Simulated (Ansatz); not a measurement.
# One input, then a changed one: Ga

First run: DFT, LDA, all-electron PAW with datasets made for the crystal, scalar-relativistic (Ansatz 0.2.0).

Command: `ansatz run input.yaml --threads 1 --pin off --max-ram 2048MiB --backend cpu --events-out ev --progress --plain --runs-dir out` It took 26 s on 1 thread of Arm Neoverse V2 (shared host), peak memory 0.61 GiB.

```yaml
crystal:
  lattice:
    - [1.383, -4.0265, 0.0]
    - [1.383, 4.0265, 0.0]
    - [-0.1174474948, 0.0, 3.3299294416]
  atoms:
    - { symbol: Ga, position: [0.869, 0.131, 0.25] }
    - { symbol: Ga, position: [0.131, 0.869, 0.75] }
kpoints:
  mp_grid: { grid: [11, 11, 9] }
scf:
  occupations: { method: fermi_dirac, width: 0.05 }
hamiltonian:
  xc: lda
  pseudopotentials: { kind: all_electron, datasets: crystal }
output:
  forces: true
  stress: true
  eigenvalues: true
  efg: { contact_densities: true }
```

The cell is entry 9011089 of the Crystallography Open Database, unrelaxed.

This run: the undistorted cell.

It converges in 9 SCF iterations at a pressure of -3.69 GPa, largest force 0.204 eV/Å.

The input is then changed:

```diff
   occupations: { method: fermi_dirac, width: 0.05 }
+  lower_state_search: standard
 hamiltonian:
   pseudopotentials: { kind: all_electron, datasets: crystal }
+  dispersion: d3bj
 output:
   efg: { contact_densities: true }
+basis:
+  xc_grid: 1
```

Problem. What does the second run give?

Solution. It converges in 9 SCF iterations at a pressure of -6.43 GPa, largest force 0.205 eV/Å. More than one line changes, and not each need have an effect. Results part of its log:
```
Warning: the engine holds no damping parameters fitted to this dispersion correction and functional, so the run takes those fitted to pbe (hamiltonian.dispersion, under Limitations)
SCF 1 converged in 9 iterations: F = -105648.378130 eV  dr2 = 3.22e-9
  Residual-converged pass: ⟨swp⟩=3.0  Hψ=12121  notcnv=0  max |occ|·‖R‖ = 4.9e-6 eV (tolerance 5.3e-6 eV)  dr2=3.18e-9  dr2_onsite=6.58e-10  max |Δocc| = 9.1e-9
  greatest PAW one-centre occupation: 0.991 electrons in one spin orbital (limit 2), on the Ga atom at site 1 (counted from 0), in its partial waves of l = 2
SCF converged after 9 iterations
Free energy (F): -105648.378130 eV
Harris-Foulkes:  -105648.378130 eV  (|F-HF|=1.03e-9)
Internal energy: -105648.372263 eV  (E = F + TS)
E sigma→0 (E₀):  -105648.375197 eV
Entropy (-TS):   -0.005867 eV (-2.933 meV/atom)
Past the cutoff: the bands carry plane waves up to 1.75 times it, of which those up to 1.5 times it add -0.000248 eV an atom, each by itself; the spheres take 0.000674 eV an atom off the energy for waves past 1.75 times it
By the cutoff:   a pressure is off by up to 0.011 GPa (1.2 times the spheres' own share and the shells' term, over an atom's volume, and 0.004 GPa: a bound that held against runs at twice the plane waves)
Past the cutoffs: a stress includes 0.0037 GPa for waves and charges beyond them, in addition to the slope of what the spheres take
In the spheres:  the bands' charges fall short by 3.1e-6 e at most (sound up to 1e-3)
Fermi energy:    11.691067 eV
--- Per-component energies (eV) ---
  E_band       = -23.505506
  E_kinetic    = 108.041256
  E_local      = -1793.957386  (includes V_loc(G=0)·N_el)
[... lines left out ...]
--- Forces (eV/Å), atoms counted from 1 ---
  atom   1  Ga     0.00000000     0.20463357    -0.00000000
  atom   2  Ga    -0.00000000    -0.20463357     0.00000000
  max |Σ_I F_I| component: 0.00e0 eV/Å
--- Stress (GPa, compression-positive) ---
       -7.121982       0.000000       0.287246
        0.000000      -6.662104       0.000000
        0.287246       0.000000      -5.493483
  P = ⅓ Tr σ = -6.4259 GPa (-64.259 kbar)
--- PAW observables at the nuclei: V_zz in 10²¹ V/m², potentials from the cell's mean, atoms counted from 1 ---
  atom   1  Ga V_zz =    +2.687021   η = 0.3792   by run symmetry: allowed
            electrostatic potential = -4129.717348 V   contact ρ = 186558.699616 e/Å³
  atom   2  Ga V_zz =    +2.687021   η = 0.3792   by run symmetry: allowed
            electrostatic potential = -4129.717348 V   contact ρ = 186558.699616 e/Å³
--- Band table (eV; the first three rows and the last of 300) ---
  k-point 0: bands = ["-3.5527", "-3.5403", "-3.5066", "-3.4829", "-3.2070", "-3.2051", "-3.1782", "-3.1725", "-3.1602", "-3.0234", "0.4022", "9.5669", "9.9100", "13.2450", "17.1702", "21.2496"]
  k-point 1: bands = ["-3.5613", "-3.5201", "-3.5062", "-3.4641", "-3.2311", "-3.2300", "-3.1639", "-3.1538", "-3.1517", "-3.0433", "0.5715", "9.6169", "9.7656", "12.2999", "18.8537", "20.4904"]
  k-point 2: bands = ["-3.5677", "-3.5073", "-3.4724", "-3.4194", "-3.2643", "-3.2618", "-3.1782", "-3.1265", "-3.1250", "-3.0947", "1.0812", "8.2765", "10.3535", "11.8565", "18.3282", "18.4223"]
  k-point 299: bands = ["-3.5196", "-3.4919", "-3.4210", "-3.4117", "-3.2361", "-3.2227", "-3.2001", "-3.1916", "-3.1791", "-3.1568", "4.9593", "5.6259", "7.3570", "8.0252", "21.7670", "22.5488"]
```
